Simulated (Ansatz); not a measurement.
The system is MoS2.

```
Mo S
1.0
     1.58000    0.91221    6.15000
    -1.58000    0.91221    6.15000
     0.00000   -1.82443    6.15000
Mo S
1 2
Direct
  0.00000 0.00000 0.00000
  0.41700 0.41700 0.41700
  0.25000 0.25000 0.25000
```

Measurements of this composition are mostly on another form, of space group No. 194.

* Program: Ansatz 0.2.0
* Task: relaxation of cell and atoms
* Functional: revPBE
* Dispersion: D4
* Potentials or basis: Ansatz PAW
* Cutoff: 420 eV (not typed: the program's choice for these potentials)
* k mesh: 10 × 10 × 10
* Occupations: fermi-dirac, width 0.05 eV
* Spin: no spin polarisation

At the start: volume 17.73 Å³/atom.

How do energy, volume and symmetry change on relaxing?

It ends after 6 steps and the volume is 16.65 Å³/atom (-6.1 %); space group R3m (No. 160, to 0.05 Å).

Step by step:
```csv
step,energy change (eV),largest force (eV/Å),volume (Å³)
1,0.0000,0.5548,53.18
2,-0.0060,0.5047,48.34
3,-0.0435,0.0709,50.50
4,-0.0453,0.0239,50.08
5,-0.0454,0.0029,49.96
6,-0.0449,0.0030,49.96
```

Final structure:
```xyz
3
Lattice="1.5714 0.9072 5.8407 -1.5714 0.9072 5.8407 0.0000 -1.8145 5.8407" Properties=species:S:1:pos:R:3 pbc="T T T"
Mo    0.0000    0.0000    0.0012
S     0.0000    0.0000    7.4063
S     0.0000    0.0000    4.2797
```

Caveat: the plane-wave basis is chosen anew once the cell has moved, so the energies of steps on either side of that aren't comparable; the PAW data sets come from PBE, with cores solved anew for the run's functional, which leaves a small shift of forces and pressure.
